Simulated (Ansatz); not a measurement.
Method: DFT PBE, scalar-relativistic, plane waves, PAW (Ansatz). All cells share a 420 eV cutoff and Γ-centred k meshes spaced at most about 0.3 Å⁻¹ (about 0.25 or finer for metals, 2π included). No spin polarisation.

Each guess is relaxed in cell and atoms at zero pressure, on a coarse mesh first where it starts far from rest and then on a converged one. The steps can't lower the symmetry of the start, but it can rise. Energies are static (0 K, no zero-point motion).

Two unrelaxed guesses for Si₄S:

A.

```yaml
crystal:
  lattice:
    - [4.00552, 0.00000, 0.00000]
    - [-2.00276, 3.46888, 0.00000]
    - [0.00000, 0.00000, 5.87971]
  atoms:
    - { symbol: Si, position: [0.33333, 0.66667, 0.72367] }
    - { symbol: Si, position: [0.66667, 0.33333, 0.72367] }
    - { symbol: Si, position: [0.66667, 0.33333, 0.27633] }
    - { symbol: Si, position: [0.33333, 0.66667, 0.27633] }
    - { symbol: S, position: [0.00000, 0.00000, 0.00000] }
```

B.

```yaml
crystal:
  lattice:
    - [3.68710, 0.00000, 0.00000]
    - [-1.84355, 3.19312, 0.00000]
    - [0.00000, 0.00000, 8.76692]
  atoms:
    - { symbol: Si, position: [0.33333, 0.66667, 0.81335] }
    - { symbol: Si, position: [0.66667, 0.33333, 0.81335] }
    - { symbol: Si, position: [0.66667, 0.33333, 0.18665] }
    - { symbol: Si, position: [0.33333, 0.66667, 0.18665] }
    - { symbol: S, position: [0.00000, 0.00000, 0.00000] }
```

Question: Which guess leads to the lower structure, and by how much?

Answer: Both fall into one structure. A: P6/mmm at 16.3 Å³/atom → P6/mmm at 18.9 Å³/atom; B: P6/mmm at 20.6 Å³/atom → P6/mmm at 18.9 Å³/atom. Conventional cell: a = 4.033 Å, c = 6.698 Å. Si is surrounded by 3 Si at 2.33 Å, 1 Si at 2.78 Å and 3 S at 3.04 Å; S has 12 Si at 3.04 Å (long contacts).

```
Si S
1.0
     4.03312    0.00000    0.00000
    -2.01656    3.49279    0.00000
     0.00000    0.00000    6.69762
Si S
4 1
Direct
  0.33333 0.66667 0.70790
  0.66667 0.33333 0.70790
  0.66667 0.33333 0.29210
  0.33333 0.66667 0.29210
  0.00000 0.00000 0.00000
```

Ends held by symmetry can be saddle points. This end isn't the lowest form computed: that has space group Pmma (No. 51) and lies 0.63 eV/atom below it. Even the lowest of the cells shown lies +0.51 eV/atom against the elements. Weakly bound directions are ill-defined at this level, which has no dispersion term. Some structure types and database cells were kept out of the candidates from the start, so a known form may be missing.
